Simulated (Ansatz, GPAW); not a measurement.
# Ballistic transport through a Ge chain with a Cl atom on top of one atom, cheap and dear, part 3 of 3

Wanted: the zero-bias transmission of a Ge chain with a Cl atom on top of one atom on a ladder of levels, with run times.

GPAW 26.7.0 and Ansatz 0.2.0; Ansatz plane waves; Landauer transmission by layers, zero bias (the session's first sound run).

So far, transmission at the Fermi level (one spin): step 2 (plane-wave reference (PBE)) 2.00; step 3 (double-zeta polarised basis, PBE, GPAW) 2.00; step 4 (GPAW, szp: basis = "szp(dzp)", PBE, GPAW) 2.02; step 5 (minimal basis, PBE, GPAW) 2.09; step 6 (LDA in the dzp basis: xc = "LDA") 2.02.

**8. The levels side by side**

The curves are compared point by point over the common energies.

This step: comparison of transmission and cost over codes and levels (GPAW 26.7.0).

Ladder, by row:

```csv
step,code,T at the Fermi level (sum over the listed spins),conductance (G0),r.m.s. T(E) from the first,wall time (s),peak memory (GiB),threads
pw-pbe,Ansatz,2.003,-,0,105.7,2.053,2
dzp,GPAW,1.996,1.994,0.01564,27.17,0.84,2
szp,GPAW,2.017,2.015,0.06625,23.12,0.81,2
sz,GPAW,2.087,2.084,0.0732,17.75,0.77,2
dzp-LDA,GPAW,2.018,2.016,0.03848,21.43,0.83,2
```

Table of transmission, zone mean, sum over the listed spins by energy, zero at the Fermi level:

```csv
energy (eV),pw-pbe,dzp,szp,sz,dzp-LDA
-2.000,0.997,0.998,0.992,0.992,0.997
-1.800,0.996,0.997,0.991,0.991,0.996
-1.600,0.995,0.995,0.990,0.990,0.994
-1.400,0.993,0.993,0.989,0.988,0.992
-1.200,0.989,0.988,0.985,0.984,0.989
-1.000,1.52,1.46,1.26,1.29,1.36
-0.800,1.73,1.71,1.60,1.63,1.67
-0.600,1.88,1.86,1.80,1.84,1.84
-0.400,1.98,1.96,1.95,2.00,1.96
-0.200,2.01,2.00,2.01,2.07,2.01
0.000,2.00,2.00,2.02,2.09,2.02
0.200,1.98,1.98,2.00,2.07,2.00
0.400,1.98,1.97,1.99,2.06,1.98
0.600,1.99,1.97,1.99,2.05,1.99
0.800,2.01,2.00,2.02,2.07,2.00
1.000,2.03,2.02,2.04,2.09,2.03
1.200,2.05,2.04,2.06,2.10,2.05
1.400,2.06,2.06,2.07,2.11,2.06
1.600,2.07,2.06,2.08,2.12,2.07
1.800,2.07,2.07,2.08,2.12,2.07
1.950,2.08,2.07,2.08,2.12,2.08
2.000,2.04,2.07,2.08,2.12,2.08
```

**9. Density threshold 0.01, smearing 0.2**

The Hamiltonian is taken from the last density. The density threshold is one of the tests that end the cycle; the energy must settle too, so a loose value may not be the test that decides. Smearing helps the SCF of a metal converge, but it blurs occupations at band edges near the Fermi level.

This step: GPAW LCAO, PAW setups; Landauer transmission from Green's functions with principal layers (ASE), zero bias (GPAW 26.7.0).

Input file run.py:

```python
import json
import numpy as np
from ase import Atoms
from ase.transport.calculators import TransportCalculator
from gpaw import GPAW, FermiDirac
from gpaw.lcao.tools import get_lcao_hamiltonian
from scipy.linalg import eigh

# The junction with lead layers at both ends, along the third cell vector
device = Atoms(
    ['Ge', 'Ge', 'Ge', 'Ge', 'Ge', 'Ge', 'Cl', 'Ge', 'Ge', 'Ge', 'Ge', 'Ge'],
    positions=[
        [4.50000, 4.50000, 1.17500],
        [4.50000, 4.50000, 3.52500],
        [4.50000, 4.50000, 5.87500],
        [4.50000, 4.50000, 8.22500],
        [4.50000, 4.50000, 10.57500],
        [4.50000, 4.50000, 12.92500],
        [6.44150, 4.50000, 12.92500],
        [4.50000, 4.50000, 15.27500],
        [4.50000, 4.50000, 17.62500],
        [4.50000, 4.50000, 19.97500],
        [4.50000, 4.50000, 22.32500],
        [4.50000, 4.50000, 24.67500]],
    cell=[[9.0, 0.0, 0.0], [0.0, 9.0, 0.0], [0.0, 0.0, 25.85]],
    pbc=True)

# One principal layer of the lead: the first 3 atoms of the device
lead = Atoms(
    ['Ge', 'Ge', 'Ge'],
    positions=[
        [4.50000, 4.50000, 1.17500],
        [4.50000, 4.50000, 3.52500],
        [4.50000, 4.50000, 5.87500]],
    cell=[[9.0, 0.0, 0.0], [0.0, 9.0, 0.0], [0.0, 0.0, 7.05]],
    pbc=True)

settings = dict(mode='lcao', basis='dzp', xc='PBE', h=0.2,
                occupations=FermiDirac(0.2), maxiter=250,
                mixer=dict(beta=0.1, nmaxold=8, weight=100.0),
                convergence=dict(density=0.01))
energies = np.arange(-2, 2 + 1e-9, 0.05)
eta = 0.0001
n1, n2 = 1, 1
# k and -k transmit alike, so half of the mesh across the current serves
mesh = [(i, j) for i in range(n1) for j in range(n2) if (i, j) <= (-i % n1, -j % n2)]
weights = np.array([1 if (i, j) == (-i % n1, -j % n2) else 2 for i, j in mesh]) / (n1 * n2)

# [... helper functions left out ...]
fermi_lead = ground_state(lead, (1, 1, 16), 'lead.txt')
fermi_device = ground_state(device, (1, 1, 3), 'device.txt')
# [... loop over the mesh left out, but for ...]
        # Shift the lead onto the potential of the device's first layer
        shift = ((H[:, 0, 0] - H0[:, 0, 0]) / S0[0, 0]).real.mean()
# [...]
kT = 8.617333e-5 * 500
bias = [0.1, 0.2, 0.5, 1.0, 1.5, 2.0]
# [... integrals and printing left out ...]
```

Launch:

```sh
OMP_NUM_THREADS=1 OPENBLAS_NUM_THREADS=2 python run.py
```

Log:

```text
basis functions: device 156, principal layer 39
Fermi level: lead -3.5195 eV, device -3.3353 eV; lead shifted by 0.0012 eV
largest coupling past the next layer 9.77e-06 eV, largest misfit of the first layer 0.042 eV
  E-E_F (eV)   T (one spin)  [channel counts left out]
    -2.000    9.9730e-01
    -1.950    9.9701e-01
    -1.900    9.9671e-01
    -1.850    9.9640e-01
    -1.800    9.9608e-01
    -1.750    9.9575e-01
    -1.700    9.9540e-01
    -1.650    9.9503e-01
    -1.600    9.9463e-01
    -1.550    9.9419e-01
    -1.500    9.9371e-01
    -1.450    9.9317e-01
    -1.400    9.9255e-01
    -1.350    9.9182e-01
    -1.300    9.9092e-01
    -1.250    9.8975e-01
[...]
1.650    2.0644e+00
     1.700    2.0658e+00
     1.750    2.0671e+00
     1.800    2.0683e+00
     1.850    2.0693e+00
     1.900    2.0702e+00
     1.950    2.0710e+00
     2.000    2.0717e+00
conductance at 500 K: 1.9719 G0 a cell; thermopower -0.1494 uV/K
current from the zero-bias T(E) at 0.1 V: 15.278 uA
current from the zero-bias T(E) at 0.2 V: 30.554 uA
current from the zero-bias T(E) at 0.5 V: 76.344 uA
current from the zero-bias T(E) at 1.0 V: 152.3 uA
current from the zero-bias T(E) at 1.5 V: 226.83 uA
current from the zero-bias T(E) at 2.0 V: 297.37 uA
```

Elapsed: 19 s, on 2 threads of Arm Neoverse V2, shared host; peak memory 0.84 GiB.

The run finished with changed settings (conv = 0.01 and width = 0.2); it serves as a test.

The two runs compared:

| quantity | this run | sound run | difference |
| --- | --- | --- | --- |
| conductance (G₀) | 1.9719 | 1.9943 | -0.0224 |
| largest coupling past the next principal layer (eV) | 9.770e-6 | 9.771e-6 | -3.5e-11 |
| largest misfit of the first principal layer (eV) | 0.042257 | 0.053653 | -0.0114 |
| shift that aligns the lead (eV) | 0.0012097 | -0.014409 | 0.0156 |
| transmission at the Fermi level (one spin) | 1.9723 | 1.9956 | -0.0233 |

**10. Another change of settings**

A last run, with other settings again.

run.py, as its differences from that of step 9:

```diff
@@ -37,6 +37,6 @@
 
-settings = dict(mode='lcao', basis='dzp', xc='PBE', h=0.2,
-                occupations=FermiDirac(0.2), maxiter=250,
+settings = dict(mode='lcao', basis='cc-pVDZ', xc='PBE', h=0.2,
+                occupations=FermiDirac(0.1), maxiter=50,
                 mixer=dict(beta=0.1, nmaxold=8, weight=100.0),
-                convergence=dict(density=0.01))
+                convergence=dict(density=0.0001))
 energies = np.arange(-2, 2 + 1e-9, 0.05)
```

Log:

```text
FileNotFoundError: Could not find required basis set file "Ge.cc-pVDZ.basis".
```

Run time: 0.65 s. Hardware: 2 threads; peak memory 0.12 GiB.

The program refused the input before any cycle.

The program's message: “FileNotFoundError: Could not find required basis set file "Ge.cc-pVDZ.basis".”

The change that led to it: basis = "cc-pVDZ".

**11. Outcome**

```json
{"conductance": "1.99 G₀", "transmission at the Fermi level, mean of the spins": "2.00", "thermopower": "about 0 (under 1.5 μV/K)"}
```

What this shows: In the dzp basis the junction conducts 1.99 G₀ at 500 K, with T = 2.00 a spin at the Fermi level; the sz basis reaches that conductance within 10 %. Plane waves (PBE) give T = 2.00 there. At the Fermi level the three most open eigenchannels pass 1.00, 0.87 and 0.12. Measured against the first run (pw-pbe), the nearest curve is that of dzp (r.m.s. 0.016) and the farthest that of sz (0.073). Over the compared runs wall time goes from 18 s (sz) to 106 s (pw-pbe), on a shared host. The geometry was built from estimated bond lengths and not relaxed, so the numbers describe this model structure. The run had no spin polarisation, so a magnetic state, which chains and small molecules with open shells often have, wasn't tested. An evenly spaced straight chain is an idealisation: free chains tend to dimerise, zigzag or, where a band edge lies near the Fermi level, turn magnetic. The currents use the zero-bias T(E) throughout, which holds only while the bias is small against the distance to the nearest feature.

[Logs are printed without paths, hosts, clocks, repeated set-up lines and the standing remarks that a program may print on its own settings, such as how far it seeks lower states.]

[Hosts, paths, dates, database ids (printed as entryN), source tags and the programs' standing remarks are cut or masked in the printed files.]
